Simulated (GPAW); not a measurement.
Computed results, one entry a study.

Quasiparticle gap of KCl (Fm-3m) in GPAW. The structure is cubic, space group Fm-3m (No. 225). Conventional cell: a = 6.293 Å, b = 6.293 Å, c = 6.293 Å, α = 90.00°, β = 90.00°, γ = 90.00°. K has 6 Cl at 3.15 Å nearest. Cl has 6 K at 3.15 Å nearest. Farther neighbours and most contacts between anions are not listed. The calculation used DFT, PBE, plane waves, PAW (and 1 further level or step) in GPAW 26.7.0, with cutoff 450 eV, GPAW PAW setups 1.2.1 data release, 4×4×4 k-mesh, nbands 269 in one of its runs. The PBE gap is 5.19 eV, direct, the G0W0 gap on the mesh is 8.00 eV and the GW settings are 4×4×4 mesh, 259 bands, screening to 150 eV, Godby-Needs plasmon pole. The known limits are not at the basis limit. It took 4 runs, 77 s in all on 8 MPI ranks of Arm Neoverse V2, shared host (the runs of this entry). G0W0 moves the gap on the mesh from 5.19 eV to 8.00 eV (+2.80 eV), with Z of 0.82 and 0.88 at the edges. Only 1 of the mesh's irreducible points was corrected, so a valley elsewhere could overtake. The cell and positions come from the Crystallography Open Database and are kept as given unless a step says otherwise. Bands and cutoff are finite, so the gap is not at the basis limit. The miss can reach some tenths of an eV and take either sign; the mesh is an error of its own.

[Runs of the session that timed out or met a known fault of the program may be left out.]

[Hosts, paths, dates, database ids (printed as entryN), source tags and the programs' standing remarks are cut or masked in the printed files.]
